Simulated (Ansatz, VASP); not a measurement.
# AlCu in VASP and in Ansatz

```xyz
2
Lattice="2.9810 0.0000 0.0000 0.0000 2.9810 0.0000 0.0000 0.0000 2.9810" Properties=species:S:1:pos:R:3 pbc="T T T"
Al    0.0000    0.0000    0.0000
Cu    1.4905    1.4905    1.4905
```

Alike in both runs: task single point; functional PBEsol; k mesh 14 × 14 × 14; occupations gaussian, width 0.1 eV; no spin polarisation.

```csv
,VASP,Ansatz
version,VASP 6.6.1,Ansatz 0.2.0
potentials or method,"VASP PAW PBE potentials, release 64 (Al, Cu)","scalar-relativistic, plane waves, PAW"
plane-wave cutoff (eV),520,420
valence electrons in the cell,14,22
```

```csv
,VASP,Ansatz,Ansatz less VASP
gap on the k mesh at the Fermi level (eV),none,none,-
pressure (GPa),-2.6,-3.0,-0.40
```

A gap of «none» marks a metal or a gap that the smearing closes. The two sets of potentials don't hold the same shells in valence.

Caveats: the PAW data sets were made with another functional, which shifts forces and pressure a little (VASP).
